**Q:** I have five vibrational frequencies from a density functional calculation on body-centred cubic tantalum, but I have lost their row numbers. Two of the values occur twice. Can I work out where each one belongs?

Harmonic phonons of bcc Ta at its relaxed cell, from GPAW 26.7.0 with r2SCAN and D4 dispersion, without spin polarisation or spin–orbit coupling. The PAW data set has five valence electrons, and the plane-wave cutoff is 510 eV. Forces come from a 2×2×2 supercell with a 4×4×4 k mesh (8×8×8 for the primitive cell) and Fermi–Dirac smearing of 0.05 eV. Candidates: 20, 8, 9, 18, 19.

| row | phonon q row (row) | phonon frequency (cm⁻¹) |
| --- | --- | --- |
| A | 7 | 155.90 |
| B | 7 | 108.00 |
| C | 6 | 177.80 |
| D | 3 | 155.90 |
| E | 3 | 177.80 |

**A:** The frequencies take you part of the way, so leave the column "phonon q row" aside at first. The complete list consists of groups of three, because the primitive cell holds one atom and that atom can move in three directions. Each group belongs to one wave vector, which states how the phase of the motion changes from atom to atom. Within a group the frequencies are listed in rising order. A row number therefore tells you both the group and the place within it.

**Q:** Then row 19 opens a group, because six complete groups come before it. Rows 8 and 20 come second in theirs, and the other two candidates come third. But how can I compare frequencies from different groups?

**A:** Symmetry allows it. All five candidates belong to wave vectors of the type called N, which point along the face diagonals of the cube. There are six such directions, and a rotation of the crystal carries any one of them into any other while leaving the crystal unchanged. Each group at N must therefore contain the same three frequencies.

**Q:** So B must be row 19, since it has the lowest value and only that candidate comes first in its group. A and D share the middle value, so they are rows 8 and 20 in some order. C and E share the highest value and take the remaining two rows. I can't see how to go further.

**A:** With frequencies alone you can't. B is sure, while either pair can be exchanged, which leaves 4 arrangements out of 120. A more precise calculation would not separate them, because the equality comes from the symmetry of the crystal. A frequency identifies the kind of vibration here, but not which of the equivalent directions its wave takes.

Now use "phonon q row", which numbers the wave vectors. A has the same number as B, so A is row 20 and D is row 8. E has the same number as D, so E is row 9, and C is left with row 18.

The rows with their labels:

| row | phonon q row (row) | phonon frequency (cm⁻¹) |
| --- | --- | --- |
| 1 | 1 | 0.00 |
| 2 | 1 | 0.00 |
| 3 | 1 | 0.00 |
| 4 | 2 | 108.00 |
| 5 | 2 | 155.90 |
| 6 | 2 | 177.80 |
| 7 | 3 | 108.00 |
| 8 | 3 | 155.90 |
| 9 | 3 | 177.80 |
| 10 | 4 | 108.00 |
| 11 | 4 | 155.90 |
| 12 | 4 | 177.80 |
| 13 | 5 | 108.00 |
| 14 | 5 | 155.90 |
| 15 | 5 | 177.80 |
| 16 | 6 | 108.00 |
| 17 | 6 | 155.90 |
| 18 | 6 | 177.80 |
| 19 | 7 | 108.00 |
| 20 | 7 | 155.90 |
| 21 | 7 | 177.80 |
| 22 | 8 | 180.10 |
| 23 | 8 | 180.10 |
| 24 | 8 | 180.10 |

**Q:** The last group has one frequency three times over, whereas each group at N has three different ones. What makes the difference?

**A:** The last group belongs to the wave vector called H. There the atoms at the cube centres all move against the atoms at the cube corners. This pattern treats the three cube axes alike, so motion along any of them has the same frequency. A wave at N singles out one face diagonal, and the three directions of motion are then no longer equivalent.

**Q:** Can I estimate how far apart they should be?

**A:** Start with a simpler system, a straight chain of equal masses joined by springs. If two neighbours move in step, the spring between them keeps its length and adds no stiffness. If they move in opposite directions, it is strained as much as it can be. The chain shows why phase matters, but its masses move only along the line, so it leaves out the angle between a spring and the motion.

In the crystal that angle counts. A purely radial spring resists only a change of its length, so its share of the stiffness goes as the squared cosine of the angle between spring and motion. All atoms have the same mass, so the squared frequency is proportional to the total stiffness.

**Q:** What does that give for H and N?

**A:** At H, all eight nearest neighbours move against the central atom. Each spring has a squared cosine of 1/3 with a cube axis, which adds up to 8/3. At N, only four nearest neighbours move against it, and these four lie in the plane that contains the wave direction and the cube edge perpendicular to it.

- For motion along the wave, each of the four springs counts 2/3. The sum is again 8/3, the same as at H.
- For motion along that cube edge, each counts 1/3. The sum is 4/3, half the value at H.
- For motion along the other face diagonal, across the wave, all four springs are perpendicular to the motion and count nothing.

**Q:** The first line looks like a success. The highest frequency at N is 177.8 cm⁻¹, almost the 180.1 cm⁻¹ at H.

**A:** Look at the third line before you trust it. With nearest-neighbour springs alone, the motion across the wave would have zero frequency, and the lattice would offer it no resistance. The lowest computed value at N is 108.0 cm⁻¹, so other forces must hold the atoms there. The second line misses too: with the springs set by the H frequency, it puts the middle frequency at N at 127.3 cm⁻¹, while the computed one is 155.9 cm⁻¹. The order of the two close values should not be interpreted either, since they differ by only 2.3 cm⁻¹ and the electronic k mesh has not been shown to be converged.

**Q:** Then I add springs to the second neighbours.

**A:** That is the natural repair, and it has a price. At H the second neighbours move in step with the central atom, so their springs add nothing. At N four of them move against it, and they stiffen the motions along and across the wave by equal amounts. Springs to the third neighbours also add nothing at H and equal amounts to these two motions at N.

This leads to a rule that holds whatever the strengths of the springs: the squared frequency along the wave equals the squared frequency at H plus the squared frequency across the wave. Whatever lifts the soft motion across the wave must lift the motion along it too.

**Q:** Don't I need to know which computed vibration moves across the wave?

**A:** A lower bound avoids the question. Whichever it is, its frequency is at least the lowest value at N. The motion along the wave must then have at least

√(180.1² + 108.0²) = √44100 = 210 cm⁻¹.

The highest computed frequency at N, which did not enter this estimate, is only 177.8 cm⁻¹. The bound lies 18% above it, and choosing another vibration as the one across the wave would only raise the bound. A denser k mesh could change the size of this misfit, and so could a potential that treats more than five electrons per atom as valence electrons. Neither has been tested.

**Q:** So which part of the spring picture is wrong?

**A:** Either the bonds resist more than a change of their length, or forces from beyond the third shell of neighbours matter. Suppose a bond also resists being pushed sideways. The four nearest-neighbour bonds that left the motion across the wave free would then oppose it directly. That motion can gain stiffness without an equal gain for the motion along the wave.

The squares set an upper limit on how much of the simple rule survives. Radial springs require the motions along and across the wave to differ by the full squared frequency at H. The largest difference between any two squared frequencies at N is 61.5% of that. Sideways resistance changes the balance in the required direction.

**Q:** Is sideways resistance then the cause in tantalum?

**A:** It is my guess. Tantalum has a partly filled d shell, and d electrons form bonds that depend on direction, so resistance to sideways motion is plausible. Radial forces from the fourth shell or beyond could also break the rule. In this small supercell each fourth-shell atom is a periodic copy of a nearest neighbour, and the calculation adds their forces together, so these frequencies cannot separate the two explanations.

The printed output below tests the radial-spring rule, using the H frequency and the lowest N frequency to set a bound on the highest one at N.

**Q:** What should I remember when I read such a list for another metal?

**A:** First ask which wave vectors symmetry makes equivalent. For a nonmagnetic bcc element on this same set of wave vectors, you should again find one triplet repeated six times at N and a single threefold value at H. The 24 rows then hold only four independent nonzero frequencies, so the repeats are not separate confirmations of the result.

Then ask which neighbours move against each other, and whether the line between them points along the motion. A vibration that strains few bonds along their length will tend to be soft, unless sideways or more distant forces support it. In this calculation for tantalum they do: the motion that nearest-neighbour springs would leave free has a computed frequency of at least 108.0 cm⁻¹.

Numerical output:

```
Modes in the table: 24
Modes at the six N points: 18
Lowest N frequency (1/cm): 108
Middle N frequency (1/cm): 155.9
Highest N frequency (1/cm): 177.8
H frequency (1/cm): 180.1
H less highest N (1/cm): 2.3
Unlabelled rows with the lowest N value: 1
Unlabelled rows with the middle N value: 2
Unlabelled rows with the highest N value: 2
Arrangements of five labels without any reasoning: 120
Arrangements left by frequency alone: 4
Least top N frequency with radial springs to the third shell (1/cm): 210
That bound less computed top N (1/cm): 32.2
That bound above computed top N (percent): 18.11
Largest difference of N squares as share of the H square (percent): 61.5
Middle N frequency with nearest-neighbour radial springs only, set by H (1/cm): 127.3
```
